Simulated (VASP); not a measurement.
Set up this calculation in VASP 6.6.1, as the native input.

```yaml
Task: single point
Functional: PBE
Potentials_or_basis: VASP PAW PBE potentials, release 64 (Pb_d, F)
Cutoff: 520 eV
k_mesh: 3 × 5 × 5
Occupations: fermi-dirac, width 0.02 eV
Spin: no spin polarisation
Dipole_correction: no
Further_INCAR_settings: ALGO = Fast; EDIFF = 1e-06; NBANDS = 37
```

The structure of PbF2 lies in POSCAR:

```
PbF2
1.0
    6.0240560000      0.0000000000      0.0000000000
    0.0000000000      3.0020500000      3.0112850000
    0.0000000000     -3.0020500000      3.0112850000
Pb F
2 4
Direct
    0.5000000000      0.9774789998      0.9774789998
    0.0000000000      0.4774789998      0.4774789998
    0.7647730001      0.9736079995      0.4586659998
    0.2352269999      0.4586659998      0.9736079995
    0.7352269999      0.4736079995      0.9586659998
    0.2647730001      0.9586659998      0.4736079995
```

The cell is a database's computed one.

One way to write it, as run:

INCAR

```
SYSTEM = PbF2
ALGO = Fast ; EDIFF = 1E-6
ENCUT = 520 ; GGA = PE
ISIF = 2 ; ISMEAR = -1
LASPH = .TRUE. ; LCHARG = .FALSE.
LREAL = .FALSE. ; LWAVE = .FALSE.
NBANDS = 37 ; NELM = 80
PREC = Accurate ; SIGMA = 0.02
```

KPOINTS

```
k-points
0
G
  3 5 5
  0 0 0
```

Potentials or basis: VASP PAW PBE potentials, release 64 (Pb_d, F).

Launch:

```sh
$ cat potpaw_PBE.64/Pb_d/POTCAR potpaw_PBE.64/F/POTCAR > POTCAR
$ mpirun -np 1 vasp_std > vasp.out
```

It gave:

```yaml
Pressure: -0.5 GPa
Largest_force: 0.066 eV/Å
Band_gap_on_the_k_mesh: 4.41 eV
```

Caveat: spin-orbit coupling is left out, which as a rule narrows the gap of such compounds by several tenths of an eV; an odd mesh through Γ misses points on the zone boundary, where band edges often lie.

It took 57 s on 1 thread of Intel(R) Xeon(R) Platinum 8488C (Sapphire Rapids), with other jobs on the host, peak memory 0.23 GiB.
